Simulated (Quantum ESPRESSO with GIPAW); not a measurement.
# Si3N4: how strain moves the 15N line

GIPAW runs (PBEsol, plane-wave PAW from pslibrary 1.0.0 recipes, cutoffs 55 and 340 Ry, one 4×4×4 mesh for all shielding runs; Quantum ESPRESSO with GIPAW, a patched development version; no spin-orbit coupling, no macroscopic shape term) on Si3N4, space group I-43d before straining. The cell below is strained equally along all axes, and the atoms are relaxed in pw.x at each strain, zero included.

```xyz
14
Lattice="-3.2374 3.2374 3.2374 3.2374 -3.2374 3.2374 3.2374 3.2374 -3.2374" Properties=species:S:1:pos:R:3 pbc="T T T"
Si    3.2374    1.6187    0.8093
Si    3.2374   -1.6187    2.4280
Si    1.6187    0.8093    3.2373
Si    0.8093    3.2374    1.6187
Si   -1.6187    2.4280    3.2374
Si    2.4280    3.2374   -1.6187
N    -0.2033    3.0340    0.2033
N     4.6527   -1.4154    1.4154
N     0.2033    0.2033    0.2033
N    -1.4154    1.4154    4.6527
N     3.0340    0.2033   -0.2033
N     1.4154    4.6527   -1.4154
N     0.2033   -0.2033    3.0340
N     1.8220    1.8220    1.8220
```

The cell is an entry of the Crystallography Open Database; it need not be the form that is stable at ambient conditions.

The bonds are those of N (atom 7; bound to Si3). One row is withheld.

```
strain (%)  mean bond (Å)  σ_iso Si (ppm)  σ_iso N (ppm)  span N (ppm)
      -1.5         1.7278          373.46         116.48          45.4
    -1.125         1.7339          373.04         114.60          45.9
     -0.75         1.7400               ?              ?             ?
         0         1.7522          371.53         108.45          47.5
    +0.375         1.7587          370.93         106.43          47.4
     +0.75         1.7649          370.32         104.12          48.0
      +1.5         1.7775          368.95          99.38          48.8
```

**Task.** Fit σ_iso of N against strain, judge whether a straight line is enough, and predict the withheld row at -0.75 %.

1. With n = 6: Σx = 0.000, Σy = 649.46, Σx² = 6.4688, Σxy = -36.574.

2. Slope b = (nΣxy − ΣxΣy)/(nΣx² − (Σx)²) = -5.65 ppm per %, intercept a = (Σy − bΣx)/n = 108.24 ppm.

3. Residuals (run less line), in the order of the table: -0.24, -0.00, +0.21, +0.31, +0.12, -0.38 ppm. They bend in one sense; the largest is 2.2 % of the range of σ, so a quadratic term is needed: σ = 108.53 − 5.693 x − 0.264 x², with residuals of 0.08 ppm or less.

4. At -0.75 % (inside the fitted range) the line gives 112.48 ppm and the parabola 112.65 ppm.

5. The run gives:

```
strain (%)  mean bond (Å)  σ_iso Si (ppm)  σ_iso N (ppm)  span N (ppm)
     -0.75         1.7400          372.57         112.65          46.4
```

Prediction less run: the line misses by -0.17 ppm, the parabola hits it to the digits shown. By the parabola, a strain of +1 % changes σ of N by -5.96 ppm and one of −1 % by +5.43 ppm; the mean slope is -5.65 ppm per %, or 3.4 ppm for 0.01 Å of mean bond length. The shift moves the opposite way, scaled by the slope of a reference line. Over the table σ of Si goes from 373.46 to 368.95 ppm. Zero strain is the database's lattice with relaxed atoms, not this functional's rest cell, and neither cutoff nor mesh was tested for the slopes. The omitted shape term, common to all sites, changes with strain too. This build of gipaw.x prints that it is not audited and that its numbers are no references by themselves. The relaxations ran on cheaper settings and stop at small residual forces, which adds noise that small residuals can't be told from.

[Banner, clock, file and message-heading lines were taken out of the pw.x and gipaw.x logs.]

[Logs are printed without paths, hosts, clocks, repeated set-up lines and the standing remarks that a program may print on its own settings, such as how far it seeks lower states.]

[Hosts, paths, dates, database ids (printed as entryN), source tags and the programs' standing remarks are cut or masked in the printed files.]
